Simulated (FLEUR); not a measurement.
The system is KCl (Sylvite).

```xyz
2
Lattice="0.0000 3.1465 3.1465 3.1465 0.0000 3.1465 3.1465 3.1465 0.0000" Properties=species:S:1:pos:R:3 pbc="T T T"
K     0.0000    0.0000    0.0000
Cl    3.1465    3.1465    3.1465
```

Base run:

* Program: FLEUR MaX-R8.1 (later development tree)
* Functional: r2SCAN
* Potentials or basis: all-electron
* Basis: FLAPW
* Kmax: 4.1 1/bohr
* k mesh: 7 × 7 × 7
* Occupations: fermi-dirac, width 0.05 eV
* Spin: no spin polarisation

Its results: band gap on the k mesh 5.70 eV, direct.

Q: The run is repeated on the same cell with these changes: functional from r2SCAN to PBEsol. What comes out?

A: Band gap on the k mesh 5.03 eV, direct.

r2SCAN gives the wider gap, since meta-GGAs in the generalised Kohn-Sham scheme recover part of the derivative discontinuity.

Caveats: the meta-GGA is that of a development version, with a GGA for the radial functions and cores and without core tails (some runs).

Not every run made on this cell is shown here.
